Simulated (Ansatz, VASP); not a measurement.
## One calculation of TePb, two programs

File POSCAR:

```
TePb
1.0
    0.0000000000      3.6935674344      3.6414940692
    3.6935674344      0.0000000000      3.6414940692
    3.6935674344      3.6935674344      0.0000000000
Pb Te
1 1
Direct
    0.0000000000      0.0000000000      0.0000000000
    0.2500000000      0.2500000000      0.2500000000
```

File INCAR.step1:

```
SYSTEM = TePb
PREC = Accurate
ENCUT = 520
ISMEAR = 0
SIGMA = 0.01
LREAL = .FALSE.
LASPH = .TRUE.
NELM = 100
NBANDS = 17
GGA = PE
ALGO = Normal
EDIFF = 1E-4
LWAVE = .TRUE.
LCHARG = .FALSE.
```

File INCAR.step2:

```
SYSTEM = TePb
PREC = Accurate
ENCUT = 520
EDIFF = 1E-7
ISMEAR = 0
SIGMA = 0.01
LREAL = .FALSE.
LASPH = .TRUE.
NELM = 100
ALGO = Normal
ISIF = 2
LWAVE = .FALSE.
LCHARG = .TRUE.
METAGGA = R2SCAN
LMIXTAU = .TRUE.
LELF = .TRUE.
LVHAR = .TRUE.
NBANDS = 17
ISTART = 1
```

KPOINTS

```
Automatic mesh
0
G
  6 6 6
  0 0 0
```

Input for Ansatz:

```yaml
crystal:
  lattice:
    - [0.0, 3.6935674344, 3.6414940692]
    - [3.6935674344, 0.0, 3.6414940692]
    - [3.6935674344, 3.6935674344, 0.0]
  atoms:
    - { symbol: Pb, position: [0.0, 0.0, 0.0] }
    - { symbol: Te, position: [0.25, 0.25, 0.25] }
kpoints:
  mp_grid: { grid: [6, 6, 6] }
  band_path:
    path:
      - [0.0, 0.0, 0.0]
      - [-0.5, -0.5, 0.0]
      - [-0.375, -0.375, 0.25]
      - [-0.375, 0.0, 0.375]
      - [0.0, 0.0, 0.5]
      - [-0.5, -0.25, 0.25]
    npoints: 1
hamiltonian:
  xc: r2scan
scf:
  occupations: { method: fixed }
  n_extra_bands: 4
output:
  forces: true
  stress: true
  eigenvalues: true
```

Change from the starting cell: biaxial_xy strain +1.4%.

Alike in both runs: task single point; functional r2SCAN; k mesh 6 × 6 × 6; no spin polarisation.

|  | VASP | Ansatz |
| --- | --- | --- |
| version | VASP 6.6.1 | Ansatz 0.2.0 |
| potentials or method | VASP PAW PBE potentials, release 64 (Pb_d, Te) | plane waves, PAW |
| plane-wave cutoff (eV) | 520 | 500 |
| occupations | gaussian, width 0.01 eV | fixed |
| valence electrons in the cell | 20 | 30 |

```csv
,VASP,Ansatz,Ansatz less VASP
gap on the k mesh at the Fermi level (eV),0.91,0.91,+0.002
pressure (GPa),-0.7,-0.7,+0.01
```

The two sets of potentials don't hold the same shells in valence.

Caveats: the PAW data sets were made with another functional, which shifts forces and pressure a little (VASP); spin-orbit coupling is left out, which as a rule narrows the gap of such compounds by several tenths of an eV. A k mesh can miss the band edges.
